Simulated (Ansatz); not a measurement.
NiO:

```
Ni O
1.0
     0.00000    2.08590    2.08590
     2.08590    0.00000    2.08590
     2.08590    2.08590    0.00000
Ni O
1 1
Direct
  0.00000 0.00000 0.00000
  0.50000 0.50000 0.50000
```

Base run:

```yaml
Program: Ansatz 0.2.0
Functional: PBE
Potentials_or_basis: all-electron LAPW, scalar-relativistic
Cutoff: 378 eV
Density_cutoff: 1514 eV
Basis_error_allowed: 0.001 eV/atom
k_mesh: 11 × 11 × 11
Occupations: fermi-dirac, width 0.05 eV
Spin: collinear spin, ferromagnetic start
Starting_moments: "[1.0, 0.0] μB"
```

Its results: pressure 6.3 GPa; net moment 1.78 μB per cell; site moments Ni +1.48; O +0.29 μB.

Problem. After a change of settings the same cell gave: pressure -19.8 GPa; net moment -0.30 μB per cell; site moments Ni -0.26; O -0.04 μB. Which change was it?
A. functional from PBE to PBEsol; potentials or basis from all-electron LAPW, scalar-relativistic to all-electron PAW datasets made for the crystal
B. functional from PBE to PBEsol; occupations from fermi-dirac, width 0.05 eV to gaussian, width 0.05 eV
C. functional from PBE to PBEsol; potentials or basis from all-electron LAPW, scalar-relativistic to all-electron LAPW, non-relativistic
D. functional from PBE to LDA

Solution. D.

LDA binds more tightly than PBE, so the same cell stands under less pressure.

Caveats: a cell with one magnetic atom can't hold antiferromagnetic order, which such compounds often take (some runs); so large a pressure means that the cell lies far from this level's equilibrium, or that cutoff or potentials fall short (some runs).

Not every run made on this cell is shown here.
